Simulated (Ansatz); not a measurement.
A (001) slab of Ag (R-3m (No. 166)), 5 planes, outer planes Ag (top) and Ag (bottom), with 5 atoms (Ag5) in a surface cell of A = 7.463 Å², as cut from the bulk:

```xyz
5
Lattice="2.9356 0.0000 0.0000 -1.4678 2.5423 0.0000 0.0000 0.0000 24.5762" Properties=species:S:1:pos:R:3 pbc="T T T"
Ag    0.0000    0.0000    7.5000
Ag    1.4678    0.8474    9.8929
Ag    0.0000    1.6949   12.2858
Ag    1.4678    0.8474   14.6833
Ag    0.0000    1.6949   17.0762
```

Level of theory: DFT PBE, scalar-relativistic, plane waves, PAW in Ansatz. Cutoff 420 eV; k points 12×12×1 on the computed 5-atom cell (Γ-centred); Gaussian smearing, width 0.10 eV; no spin polarisation.

Against the same 5 atoms in the bulk, the slab as cut lies 0.702 eV higher and the relaxed slab 0.700 eV higher.

Problem. Work out the surface energy before and after relaxation.

Solution. The slab has two faces, so γ = (E_slab − N·E_bulk)/(2A), the mean of both. As cut: 0.702/(2 × 7.463) = 0.0470 eV/Å², and 1 eV/Å² = 16.02 J/m², so γ = 0.75 J/m². Relaxed: 0.700/(2 × 7.463) = 0.0469 eV/Å² = 0.75 J/m². Relaxation recovers 0.3 % of the cost of cutting.

Problem. What is the ideal work of this cut, per area?

Solution. Griffith's ideal work is 2γ: 1.51 J/m² if the new faces stay rigid, 1.50 J/m² if they relax. One thickness was run, 5 planes, so γ can still shift with it.

The reference crystal is a form of Ag, which isn't its usual structure.